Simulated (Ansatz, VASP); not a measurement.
**Re: VASP beside Ansatz**

Contents of INCAR:

```
SYSTEM = Re
PREC = Accurate
ENCUT = 520
EDIFF = 1E-8
ISMEAR = -1
SIGMA = 0.03
LREAL = .FALSE.
LASPH = .TRUE.
NELM = 80
ALGO = Normal
ISIF = 2
LWAVE = .FALSE.
LCHARG = .FALSE.
LEFG = .TRUE.
NBANDS = 10
```

The input KPOINTS:

```
regular mesh
0
G
  14 14 14
  0 0 0
```

POSCAR

```
Re
1.0
    0.0000000000      1.9947500000      1.9750000000
    1.9947500000      0.0000000000      1.9750000000
    1.9947500000      1.9947500000      0.0000000000
Re
1
Direct
    0.0000000000      0.0000000000      0.0000000000
```

Input for Ansatz:

```yaml
crystal:
  lattice:
    - [0.0, 1.99475, 1.975]
    - [1.99475, 0.0, 1.975]
    - [1.99475, 1.99475, 0.0]
  atoms:
    - { symbol: Re, position: [0.0, 0.0, 0.0] }
kpoints:
  mp_grid: { grid: [14, 14, 14] }
scf:
  occupations: { method: fermi_dirac, width: 0.03 }
hamiltonian:
  xc: lda
  pseudopotentials: { kind: all_electron, datasets: crystal }
output:
  forces: true
  stress: true
  eigenvalues: true
  efg: { contact_densities: true }
```

Change from the starting cell: equal xx and yy strain of +1 %, crystal datasets.

Alike in both runs: task electric field gradients; functional LDA; k mesh 14 × 14 × 14; occupations fermi-dirac, width 0.03 eV; no spin polarisation.

|  | VASP | Ansatz |
| --- | --- | --- |
| version | VASP 6.6.1 | Ansatz 0.2.0 |
| potentials or method | VASP PAW LDA potentials, release 64 (Re) | all-electron PAW with datasets made for the crystal, scalar-relativistic |
| plane-wave cutoff (eV) | 520 | see its input |

VASP gave:

- pressure (GPa): -28.9
- largest component of the traceless stress (GPa): 1.03
- Vzz of the field gradient on the site that differs most (V/Å²): 13.2

Which values does Ansatz return?

Pressure (GPa): -29.3; largest component of the traceless stress (GPa): 1.03; Vzz of the field gradient on the site that differs most (V/Å²): 14.7.

Ansatz ran all-electron here, so the differences hold the error of VASP's frozen core and of both bases. Ansatz warned: «gradients_without_spin_orbit».

Caveats: so large a pressure means that the cell lies far from this level's equilibrium, or that cutoff or potentials fall short (VASP). Spin-orbit coupling is left out, which matters for the levels of Re.
